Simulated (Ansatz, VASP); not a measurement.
# Cross-check of Si53C55 (C_Si2) between VASP and Ansatz

One calculation is typed for both programs; each brings its own data sets. How far apart do they land? Of the first pair: The structure shown is the start of the Ansatz relaxation below; VASP solves that cell, so the two are compared at the walk's first step.

Method: plane waves, with VASP 6.6.1 beside it; single point at r2SCAN, in Ansatz 0.2.0.

## (1) Set-up

The cell holds 108 atoms: 53 Si and 55 C. Its edges and angles: a = 9.236 Å, b = 9.236 Å, c = 15.108 Å, α = 90.0°, β = 90.0°, γ = 120.0°. It derives from SiC (SiC (P6_3mc)). Nearest the centre at fractional (0.556, 0.444, 0.667): C78 at 0.05 Å, C74 at 1.90 Å, C99 at 1.90 Å, C83 at 1.91 Å, C81 at 1.93 Å, Si32 at 3.03 Å, Si52 at 3.04 Å, Si42 at 3.05 Å. The cell carries charge +1.

## (2) Ansatz: relaxation, r2SCAN

Ansatz runs on its PAW soft_1 files.

The two programs are compared at the cell with which this relaxation starts, whose forces are those of its first step.

input.yaml reads:

```yaml
crystal:
  lattice:
    - [9.23599493, 0.0, 0.0]
    - [-4.61799746, 7.99860624, 0.0]
    - [0.0, 0.0, 15.1078644]
  atoms:
    - { symbol: Si, position: [0.11111111, 0.22222222, 0.8329854] }
    - { symbol: Si, position: [0.22222222, 0.11111111, 0.3329854] }
    - { symbol: Si, position: [0.22222222, 0.11111111, 0.66650102] }
[... 5 atom lines left out ...]
    - { symbol: C, position: [0.11111111, 0.22222222, 0.70799668] }
[... 7 atom lines left out ...]
    - { symbol: Si, position: [0.0, 0.33333333, 0.49972248] }
[... 1 atom line left out ...]
    - { symbol: C, position: [0.0, 0.33333333, 0.87436694] }
[... 1 atom line left out ...]
    - { symbol: C, position: [0.11111111, 0.55555556, 0.70799668] }
[... 1 atom line left out ...]
    - { symbol: C, position: [0.22222222, 0.44444444, 0.54152848] }
[... 1 atom line left out ...]
    - { symbol: Si, position: [0.11111111, 0.88888889, 0.8329854] }
    - { symbol: Si, position: [0.22222222, 0.77777778, 0.3329854] }
[... 1 atom line left out ...]
    - { symbol: Si, position: [0.11111111, 0.88888889, 0.16650102] }
[... 3 atom lines left out ...]
    - { symbol: C, position: [0.0, 0.66666667, 0.37436694] }
[... 1 atom line left out ...]
    - { symbol: C, position: [0.22222222, 0.77777778, 0.20799668] }
[... 1 atom line left out ...]
    - { symbol: C, position: [0.11111111, 0.88888889, 0.04152848] }
[... 5 atom lines left out ...]
    - { symbol: Si, position: [0.33333333, 0.0, 0.99972248] }
[... 1 atom line left out ...]
    - { symbol: C, position: [0.33333333, 0.0, 0.37436694] }
[... 1 atom line left out ...]
    - { symbol: C, position: [0.55555556, 0.11111111, 0.20799668] }
[... 1 atom line left out ...]
    - { symbol: C, position: [0.44444444, 0.22222222, 0.04152848] }
[... 1 atom line left out ...]
    - { symbol: Si, position: [0.55555556, 0.44444444, 0.3329854] }
[... 1 atom line left out ...]
    - { symbol: Si, position: [0.44444444, 0.55555556, 0.16650102] }
[... 3 atom lines left out ...]
    - { symbol: C, position: [0.33333333, 0.33333333, 0.37436694] }
[... 1 atom line left out ...]
    - { symbol: C, position: [0.55555556, 0.44444444, 0.20799668] }
[... 3 atom lines left out ...]
    - { symbol: Si, position: [0.55555556, 0.77777778, 0.3329854] }
[... 1 atom line left out ...]
    - { symbol: Si, position: [0.44444444, 0.88888889, 0.16650102] }
[... 1 atom line left out ...]
    - { symbol: Si, position: [0.33333333, 0.66666667, 0.99972248] }
[... 1 atom line left out ...]
    - { symbol: C, position: [0.33333333, 0.66666667, 0.37436694] }
[... 3 atom lines left out ...]
    - { symbol: C, position: [0.44444444, 0.88888889, 0.04152848] }
[... 1 atom line left out ...]
    - { symbol: Si, position: [0.88888889, 0.11111111, 0.3329854] }
[... 1 atom line left out ...]
    - { symbol: Si, position: [0.77777778, 0.22222222, 0.16650102] }
[... 1 atom line left out ...]
    - { symbol: Si, position: [0.66666667, 0.0, 0.99972248] }
    - { symbol: C, position: [0.66666667, 0.0, 0.87436694] }
    - { symbol: C, position: [0.66666667, 0.0, 0.37436694] }
    - { symbol: C, position: [0.77777778, 0.22222222, 0.70799668] }
[... 1 atom line left out ...]
    - { symbol: C, position: [0.88888889, 0.11111111, 0.54152848] }
[... 1 atom line left out ...]
    - { symbol: Si, position: [0.77777778, 0.55555556, 0.8329854] }
[... 1 atom line left out ...]
    - { symbol: Si, position: [0.88888889, 0.44444444, 0.66650102] }
[... 1 atom line left out ...]
    - { symbol: Si, position: [0.66666667, 0.33333333, 0.49972248] }
[... 3 atom lines left out ...]
    - { symbol: C, position: [0.77777778, 0.55555556, 0.70799668] }
[... 3 atom lines left out ...]
    - { symbol: Si, position: [0.77777778, 0.88888889, 0.8329854] }
    - { symbol: Si, position: [0.88888889, 0.77777778, 0.3329854] }
    - { symbol: Si, position: [0.88888889, 0.77777778, 0.66650102] }
[... 1 atom line left out ...]
    - { symbol: Si, position: [0.66666667, 0.66666667, 0.49972248] }
[... 1 atom line left out ...]
    - { symbol: C, position: [0.66666667, 0.66666667, 0.87436694] }
    - { symbol: C, position: [0.66666667, 0.66666667, 0.37436694] }
    - { symbol: C, position: [0.77777778, 0.88888889, 0.70799668] }
[... 1 atom line left out ...]
    - { symbol: C, position: [0.88888889, 0.77777778, 0.54152848] }
    - { symbol: C, position: [0.77777778, 0.88888889, 0.04152848] }
  host:
    repeats: [3, 3, 1]
    atoms:
      - { symbol: Si, position: [0.33333333, 0.66666667, 0.8329854] }
      - { symbol: Si, position: [0.66666667, 0.33333333, 0.3329854] }
      # ... 10 more atoms of the perfect host
total_charge: 1
basis:
  ecutwfc: 500
  xc_grid: 2
hamiltonian:
  xc: r2scan
  pseudopotentials: { kind: paw, azcp: { folder: soft_1 } }
kpoints:
  mp_grid: { grid: [1, 1, 1], shift: [0.25, 0.25, 0.25] }
magnetization:
  spin_polarized: true
  initial_magnetization: 1
  spin_locking: { lock_magnetization: hard }
scf:
  occupations: { method: fixed }
  max_iter: 100
output:
  forces: true
  charged_corrections:
    epsilon: [7.09, 7.09, 7.35]
    static_epsilon: [10.43, 10.43, 10.95]
    defect_position: [0.555556, 0.444444, 0.666501]
relax:
  f_tol: 0.02
  max_steps: 80
  random_displacement: { amplitude: 0.05, seed: 8783 }
checkpoint:
  write: "../qp1_M1.relax.run"
  compress: false
  write_wavefunctions: true
  write_every: 100000
```

Started as:

```sh
$ ansatz run input.yaml --threads 8 --pin off --max-ram 15073MiB --backend cpu --events-out ev --progress --plain --runs-dir out
```

Numbers of over 12 decimals in the logs are rounded to 6 here.

What it wrote:

```text
Warning: This run holds its total moment fixed (magnetization.spin_locking.lock_magnetization: hard) and mixes its density by anderson or broyden (scf.mixing.algorithm, typed or taken by auto). Slabs with a fixed moment have converged under broyden above another state at the same moment, at the default mixing steps and at smaller ones, and under scf.lower_state_search: standard, light or off a state that such a mixer [...]
Engine: ansatz 0.2.0, aarch64-unknown-linux-gnu
Pseudopotentials: kind: paw
Pseudopotential: Si, paw, valence charge 4, recommended cutoff 500 eV (meta_gga), soft_1/Si.paw.azcp
Pseudopotential: C, paw, valence charge 4, recommended cutoff 500 eV (meta_gga), soft_1/C.paw.azcp
Functional definition: r2SCAN
  parameter k0 = 0.174
  parameter k1 = 0.065
  parameter a1 = 4.9479
  exchange = r2scan_x(k0 = k0, k1 = k1, a1 = a1)
  correlation = r2scan_c
Crystal: 108 atoms, lattice volume = 1116.095 Å³
Basis set: ecut = 500 eV, 28399 PW (Γ), exchange–correlation on 144×144×240 points (8 copies of the dense FFT grid, shifted against one another)
Bands: 324, of which v1, the nominal top of the filled ones, is band 216 counted from 1 (215 counted from 0)
Symmetry: 1 space group operations
k-points: 1
Non-local potential: Si, projectors of the file, l = 0: 2, l = 1: 2, l = 2: 1
Non-local potential: C, projectors of the file, l = 0: 2, l = 1: 2, l = 2: 1
PAW form: soft (Blöchl's): semilocal exchange-correlation on the pseudo side does not see the compensation charge
PAW frozen core: Si, regenerated for the run's functional (the file was generated under x = pbe(κ = 0.804, μ = 0.219515), c = pbe(β = 0.066725))
PAW frozen core: C, regenerated for the run's functional (the file was generated under x = pbe(κ = 0.804, μ = 0.219515), c = pbe(β = 0.066725))
PAW one-centre angular grid: Si, 302 points (default); XC on 160 Gauss nodes
PAW one-centre angular grid: C, 302 points (default); XC on 219 of its mesh's 2255 points in the sphere
Initial density: superposition of atomic densities (chi_scale 0.1, normalization cell)
Starting moments: Σ|m| = 1 μB on 108 of 108 sites
Initial wavefunctions: pseudopotential atomic-orbital guess
Functional: x = r2scan, c = r2scan; τ floored in thin density (d = 2e-4 eV/Å³)
SCF iter   1: F=—  HF=-47821.265724 eV  |F-HF|=—  |Δ(HF+E_count)|=         —  Δρ=7.21e-2 (↑7.21e-2 ↓7.15e-2)  dr2=2.85e2  dr2_τ=7.31e0  dr2_m=2.70e-2  M=1.000 μB ∫|m|=1.005 μB  β_m=1.20  ethr=3.10e-3  ⟨swp⟩=5.0  Hψ=2218  notcnv=0  defer=210
preconditioner: auto → Resta (q_TF=auto, 2.328 Å⁻¹)  ε∞=3.9  [insulator: Δε(μ)=0.128 eV  Ē_g=13.652 eV  n_scr=244 (ndim 8)  ℏωp=23.1 eV  f_vac=0.000  ε∞_Penn≈3.9]
spin=Collinear: Resta preconditioning applied to the charge; magnetization (m = ρ↑ − ρ↓) channel mixes plain (no charge-response kernel on spin).
SCF iter   2: F=—  HF=-47765.039304 eV  |F-HF|=—  |Δ(HF+E_count)|=    5.62e1  Δρ=4.17e-2 (↑4.17e-2 ↓4.14e-2)  dr2=9.15e1  dr2_τ=3.99e-1  dr2_m=9.29e-3  M=1.000 μB ∫|m|=1.170 μB  β_m=1.20  ethr=3.10e-3  ⟨swp⟩=3.0  Hψ=1113  notcnv=0  defer=210  κ⁻¹=1.0e0(r=1)
SCF iter   3: F=—  HF=-47748.332470 eV  |F-HF|=—  |Δ(HF+E_count)|=    1.67e1  Δρ=1.61e-2 (↑1.61e-2 ↓1.61e-2)  dr2=8.50e0  dr2_τ=3.60e-2  dr2_m=4.92e-3  M=1.000 μB ∫|m|=1.274 μB  β_m=1.20  ethr=3.10e-3  ⟨swp⟩=3.0  Hψ=1107  notcnv=0  defer=210  κ⁻¹=6.3e-2(r=2)
SCF iter   4: F=—  HF=-47749.024586 eV  |F-HF|=—  |Δ(HF+E_count)|=   6.92e-1  Δρ=1.03e-2 (↑1.03e-2 ↓1.03e-2)  dr2=2.75e0  dr2_τ=1.51e-2  dr2_m=4.99e-4  M=1.000 μB ∫|m|=1.222 μB  β_m=1.20  ethr=1.97e-3  ⟨swp⟩=3.0  Hψ=848  notcnv=0  defer=212  κ⁻¹=5.8e-3(r=3)
SCF iter   5: F=—  HF=-47749.452034 eV  |F-HF|=—  |Δ(HF+E_count)|=   4.27e-1  Δρ=2.94e-3 (↑2.91e-3 ↓2.94e-3)  dr2=2.86e-1  dr2_τ=1.98e-3  dr2_m=3.43e-4  M=1.000 μB ∫|m|=1.185 μB  β_m=1.20  ethr=6.39e-4  ⟨swp⟩=2.0  Hψ=449  notcnv=0  defer=212  κ⁻¹=6.5e-4(r=4)
SCF iter   6: F=—  HF=-47749.496007 eV  |F-HF|=—  |Δ(HF+E_count)|=   4.40e-2  Δρ=7.60e-4 (↑7.60e-4 ↓7.29e-4)  dr2=1.90e-2  dr2_τ=1.30e-4  dr2_m=6.32e-4  M=1.000 μB ∫|m|=1.195 μB  β_m=1.20  ethr=6.63e-5  ⟨swp⟩=2.0  Hψ=771  notcnv=0  defer=213  κ⁻¹=8.4e-5(r=5)
SCF iter   7: F=—  HF=-47749.499149 eV  |F-HF|=—  |Δ(HF+E_count)|=   3.14e-3  Δρ=5.41e-4 (↑5.37e-4 ↓5.41e-4)  dr2=8.37e-3  dr2_τ=5.52e-5  dr2_m=2.30e-5  M=1.000 μB ∫|m|=1.195 μB  β_m=1.20  ethr=4.40e-6  ⟨swp⟩=2.0  Hψ=811  notcnv=0  defer=213  κ⁻¹=1.7e-5(r=6)
[...]
- { symbol: Si, position: [0.224949, 0.115057, 0.666069] }
    - { symbol: Si, position: [0.110603, 0.222158, 0.166857] }
    - { symbol: Si, position: [-0.00139891, 0.00054071, 0.500030] }
    - { symbol: Si, position: [0.000220913, -0.00107399, 0.999766] }
    - { symbol: C, position: [0.000718733, -0.00117965, 0.874357] }
    - { symbol: C, position: [-0.00147411, 0.00113117, 0.374805] }
    - { symbol: C, position: [0.110542, 0.221653, 0.708198] }
    - { symbol: C, position: [0.221655, 0.111417, 0.208626] }
    - { symbol: C, position: [0.220600, 0.111304, 0.541740] }
    - { symbol: C, position: [0.111360, 0.221293, 0.041636] }
    - { symbol: Si, position: [0.111448, 0.554032, 0.832469] }
    - { symbol: Si, position: [0.221570, 0.445389, 0.334067] }
    - { symbol: Si, position: [0.225039, 0.442696, 0.666119] }
    - { symbol: Si, position: [0.110519, 0.555446, 0.166652] }
    - { symbol: Si, position: [-0.00129606, 0.333541, 0.500083] }
    - { symbol: Si, position: [0.00024238, 0.332191, 0.999807] }
    - { symbol: C, position: [0.000740581, 0.332045, 0.874355] }
    - { symbol: C, position: [-0.00142888, 0.334365, 0.374810] }
    - { symbol: C, position: [0.110814, 0.554938, 0.707686] }
    - { symbol: C, position: [0.221635, 0.444360, 0.208626] }
    - { symbol: C, position: [0.220719, 0.444961, 0.541752] }
    - { symbol: C, position: [0.111371, 0.554865, 0.040953] }
    - { symbol: Si, position: [0.111480, 0.888046, 0.832446] }
    - { symbol: Si, position: [0.220983, 0.778656, 0.333252] }
    - { symbol: Si, position: [0.221904, 0.777348, 0.666461] }
    - { symbol: Si, position: [0.110513, 0.888764, 0.166639] }
    - { symbol: Si, position: [-0.00120288, 0.667242, 0.500095] }
    - { symbol: Si, position: [-0.000716904, 0.665098, 0.998859] }
    - { symbol: C, position: [-0.00145483, 0.664376, 0.872260] }
    - { symbol: C, position: [-0.00117213, 0.667865, 0.374877] }
    - { symbol: C, position: [0.110779, 0.888583, 0.707685] }
    - { symbol: C, position: [0.221521, 0.777816, 0.208155] }
    - { symbol: C, position: [0.221018, 0.778279, 0.541681] }
    - { symbol: C, position: [0.111409, 0.887803, 0.040950] }
    - { symbol: Si, position: [0.447541, 0.225859, 0.831007] }
    - { symbol: Si, position: [0.554310, 0.112498, 0.334043] }
    - { symbol: Si, position: [0.556902, 0.115173, 0.666149] }
    - { symbol: Si, position: [0.443846, 0.222115, 0.166914] }
    - { symbol: Si, position: [0.331930, 0.00034558, 0.500067] }
    - { symbol: Si, position: [0.334057, -0.000152354, 0.998840] }
    - { symbol: C, position: [0.335164, 0.000945025, 0.872250] }
    - { symbol: C, position: [0.331808, 0.000858345, 0.374849] }
    - { symbol: C, position: [0.456122, 0.245032, 0.703714] }
    - { symbol: C, position: [0.555008, 0.111385, 0.208624] }
    - { symbol: C, position: [0.554308, 0.111337, 0.541746] }
    - { symbol: C, position: [0.444648, 0.221310, 0.041620] }
    - { symbol: Si, position: [0.447301, 0.552339, 0.830993] }
    - { symbol: Si, position: [0.554338, 0.445306, 0.333855] }
[...]
- { symbol: Si, position: [0.664322, 0.334840, 0.503283] }
    - { symbol: Si, position: [0.666900, 0.332302, 0.999972] }
[...]
- { symbol: C, position: [0.887900, 0.444986, 0.541772] }
    - { symbol: C, position: [0.777845, 0.554559, 0.041649] }
    - { symbol: Si, position: [0.778453, 0.887876, 0.833190] }
    - { symbol: Si, position: [0.887188, 0.778199, 0.334058] }
    - { symbol: Si, position: [0.884160, 0.774339, 0.666125] }
    - { symbol: Si, position: [0.777166, 0.888716, 0.166838] }
    - { symbol: Si, position: [0.664257, 0.664789, 0.503404] }
    - { symbol: Si, position: [0.666880, 0.665445, 0.999916] }
    - { symbol: C, position: [0.667385, 0.665487, 0.874446] }
    - { symbol: C, position: [0.664285, 0.665806, 0.376836] }
    - { symbol: C, position: [0.777764, 0.888893, 0.708185] }
    - { symbol: C, position: [0.887929, 0.777698, 0.208658] }
    - { symbol: C, position: [0.887938, 0.778642, 0.541754] }
    - { symbol: C, position: [0.777911, 0.887868, 0.041658] }
```

(Continued in part 2 of 3.)

[Lines on the potential files, build, host, timing and source positions are cut from VASP's logs without a mark.]

[Logs are printed without paths, hosts, clocks, repeated set-up lines and the standing remarks that a program may print on its own settings, such as how far it seeks lower states.]

[Hosts, paths, dates, database ids (printed as entryN), source tags and the programs' standing remarks are cut or masked in the printed files.]
